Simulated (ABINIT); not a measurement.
The system is Pd.

```
Pd
1.0
     2.78367    0.00000    0.00000
    -1.39183    2.41072    0.00000
     0.00000    0.00000    4.62889
Pd
2
Direct
  0.33333 0.66667 0.25000
  0.66667 0.33333 0.75000
```

This isn't the form of Pd at room conditions, which is fcc.

```yaml
Program: ABINIT 10.8.3 (patched build)
Task: single point
Functional: PBE
Potentials_or_basis: JTH PAW PBE v2.0
Cutoff: 599 eV
k_mesh: 11 × 11 × 6
Occupations: fermi-dirac, width 0.05 eV
Spin: no spin polarisation
```

On this cell: pressure -1.6 GPa; largest force under 0.003 eV/Å; band gap on the k mesh none (metal or under the smearing width).

The same run follows on a disturbed copy (atoms moved at random, drawn with an rms of 0.05 Å):

```
Pd
1.0
     2.78367    0.00000    0.00000
    -1.39183    2.41072    0.00000
     0.00000    0.00000    4.62889
Pd
2
Cartesian
  -0.0483 1.6675 1.1155
  1.3843 0.8293 3.5121
```

Task: What does the disturbed cell give?

Result: The energy (extrapolated to zero smearing) moves by +14.0 meV/atom; pressure -0.9 GPa; largest force 0.662 eV/Å; band gap on the k mesh none (metal or under the smearing width).

Forces on the atoms (eV/Å):
```
Pd   0.032 -0.032  0.661
Pd  -0.032  0.032 -0.661
```

Stress tensor (GPa, compression positive):
```
-1.55  0.42  0.16
 0.42 -0.70 -0.15
 0.16 -0.15 -0.52
```
